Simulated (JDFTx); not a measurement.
Runs of JDFTx 1.7.0 (patched build) on Sr. Symmetry: Fm-3m, No. 225, cubic system. Conventional cell: a = 6.085 Å, b = 6.085 Å, c = 6.085 Å, α = 90.00°, β = 90.00°, γ = 90.00°. Around Sr (site symmetry m-3m) lie 12 Sr at 4.30 Å. 

| task | level | potentials or basis | cell | smearing | local potential set to -Z/r beyond | SCF threshold on the energy | pseudo rcut | further solve for the empty bands | gap on the mesh (eV) | pressure (GPa) |
| --- | --- | --- | --- | --- | --- | --- | --- | --- | --- | --- |
| relaxation of cell and atoms | PBE+D3(BJ) | PseudoDojo-SR-PBE-0.5-standard with smoothed tails | relaxed | fermi-dirac 0.05 eV | 6 bohr | 1e-09 Ha | 6 | no | none | 0.0 |
| single point | PBE | PseudoDojo-SR-PBE-0.5-standard | as given | fermi-dirac 0.05 eV | - | 1e-08 Ha | - | yes | none | (a) |
| single point | LDA | PseudoDojo-SR-LDA-0.4.1-standard with smoothed tails | as given | gaussian 0.02 eV | 6 bohr | 1e-09 Ha | 6 | yes | none | -1.6 |
| single point | PBEsol | PseudoDojo-SR-PBEsol-0.4.1-standard with smoothed tails | as given | fermi-dirac 0.05 eV | 6 bohr | 1e-09 Ha | 6 | yes | none | -0.9 |

Alike in all rows: no spin polarisation; k mesh 8 × 8 × 8; cutoff (eV) 925.

Fill in the values left out.

(a) -0.3.

Caveats: the empty levels aren't tightly converged (some runs); pairwise dispersion overbinds metals, which lowers pressure and volume (some runs).

A k mesh can miss the band edges, and the runs leave out spin-orbit coupling on Sr.

A gap of «none» marks a metal or a gap under the smearing width.

Not every run made on this cell is shown here.
